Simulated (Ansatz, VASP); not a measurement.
**One calculation of SrO, two programs**

File INCAR:

```
SYSTEM = SrO
PREC = Accurate
ENCUT = 520
EDIFF = 1E-8
ISMEAR = -1
SIGMA = 0.02
LREAL = .FALSE.
LASPH = .TRUE.
NELM = 60
ALGO = Normal
ISIF = 2
LWAVE = .FALSE.
LCHARG = .FALSE.
GGA = CA
LEFG = .TRUE.
NBANDS = 15
```

File KPOINTS:

```
Automatic mesh
0
G
  8 8 8
  0 0 0
```

Contents of POSCAR:

```
SrO
1.0
    0.0000000000      2.5698000000      2.5698000000
    2.5698000000      0.0000000000      2.5698000000
    2.5698000000      2.5698000000      0.0000000000
Sr O
1 1
Direct
    0.0000000000      0.0000000000      0.0000000000
    0.5000000000      0.5000000000      0.5000000000
```

Input for Ansatz:

```yaml
crystal:
  lattice:
    - [0.0, 2.5698, 2.5698]
    - [2.5698, 0.0, 2.5698]
    - [2.5698, 2.5698, 0.0]
  atoms:
    - { symbol: Sr, position: [0.0, 0.0, 0.0] }
    - { symbol: O, position: [0.5, 0.5, 0.5] }
kpoints:
  mp_grid: { grid: [8, 8, 8] }
  band_path:
    path:
      - [0.0, 0.0, 0.0]
      - [0.5, 0.0, 0.5]
      - [0.625, 0.25, 0.625]
      - [0.375, 0.375, 0.75]
      - [0.0, 0.0, 0.0]
      - [0.5, 0.5, 0.5]
      - [0.5, 0.25, 0.75]
      - [0.5, 0.0, 0.5]
    npoints: 14
scf:
  occupations: { method: fermi_dirac, width: 0.02 }
hamiltonian:
  xc: lda
  pseudopotentials: { kind: paw }
output:
  forces: true
  stress: true
  eigenvalues: true
  efg: { contact_densities: true }
  populations: true
  bader: true
  dos: { projected: true, de: 0.2, e_range: [-14, 8] }
  write_density: true
  write_potential: true
  elf: true
  volumetric_format: npy
```

Alike in both runs: task electric field gradients; functional LDA; k mesh 8 × 8 × 8; occupations fermi-dirac, width 0.02 eV; no spin polarisation.

|  | VASP | Ansatz |
| --- | --- | --- |
| version | VASP 6.6.1 | Ansatz 0.2.0 |
| potentials or method | VASP PAW LDA potentials, release 64 (Sr_sv, O) | PAW with Ansatz's default frozen-core files, scalar-relativistic |
| plane-wave cutoff (eV) | 520 | 420 |
| valence electrons in the cell | 16 | 16 |

VASP gave:

```
gap on the k mesh at the Fermi level (eV)                      : 3.10
pressure (GPa)                                                 : -3.5
Vzz of the field gradient on the site that differs most (V/Å²) : 0.0
```

Problem. What did Ansatz give for the same quantities?

Solution. gap on the k mesh at the Fermi level (eV): 3.16; pressure (GPa): -4.2; Vzz of the field gradient on the site that differs most (V/Å²): 0.0.

Ansatz warned: «gradients_without_spin_orbit».

A k mesh can miss the band edges.
